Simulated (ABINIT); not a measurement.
Planning a run of ABINIT 10.8.3 on AlP (F-43m). The input:

```
acell 3*1.0 Angstrom
rprim 
  -0.000000000000 2.725500000000 2.725500000000
  2.725500000000 -0.000000000000 2.725500000000
  2.725500000000 2.725500000000 -0.000000000000
ntypat 2
znucl 13 15
natom 2
typat 1 2
xred 
  0.000000000000 0.000000000000 0.000000000000
  0.250000000000 0.250000000000 0.250000000000
pp_dirpath "pseudos"
pseudos "Al.upf, P.upf"
ecut 18
ngkpt 4 4 4
nshiftk 1
shiftk 0 0 0
kptopt 1
chksymbreak 0
istwfk *1
occopt 1
irdwfk 1
optdriver 4
nband 69
gwcalctyp 28
ecutsigx 18
symsigma 0
nkptgw 8
kptgw 
  0.0000000000 0.0000000000 0.0000000000
  0.2500000000 0.0000000000 0.0000000000
  0.5000000000 0.0000000000 0.0000000000
  0.2500000000 0.2500000000 0.0000000000
  0.5000000000 0.2500000000 0.0000000000
  -0.2500000000 0.2500000000 0.0000000000
  0.5000000000 0.5000000000 0.0000000000
  -0.2500000000 0.5000000000 0.2500000000
bdgw 
  1 10
  1 10
  1 10
  1 10
  1 10
  1 10
  1 10
  1 10
ecuteps 4
irdscr 1
ppmodel 1
irdqps 1
indata_prefix "in"
outdata_prefix "out"
tmpdata_prefix "tmp"
```

The database entry behind the starting cell differs from later determinations by our own check (0.1 to 0.3 % short, probably kX units), so it need not match the best structure at ambient conditions.

```sh
OMP_NUM_THREADS=1 mpirun -n 4 abinit run.abi > log
```

Question: How long will it take on 4 MPI ranks of Arm Neoverse V2, shared host, and how much memory?

It took 27 s; on shared hardware allow 14 s to 55 s. Peak host memory was 0.47 GiB.

[Paths, hosts, dates, memory and timing lines, banners, echoed tables and standing remarks are left out of the program output.]

[Logs are printed without paths, hosts, clocks, repeated set-up lines and the standing remarks that a program may print on its own settings, such as how far it seeks lower states.]

[Runs of the session that timed out or met a known fault of the program may be left out.]

[Hosts, paths, dates, database ids (printed as entryN), source tags and the programs' standing remarks are cut or masked in the printed files.]

[G0W0 gaps are taken among the corrected bands and points alone; a level outside them can change the order at an edge.]

[Where Ansatz stands beside ABINIT at settings called matched, ABINIT's density can come from a denser mesh and the files from another edition; pairs whose starting gaps differed by over 0.03 eV were left out, so agreement reads better than it is.]
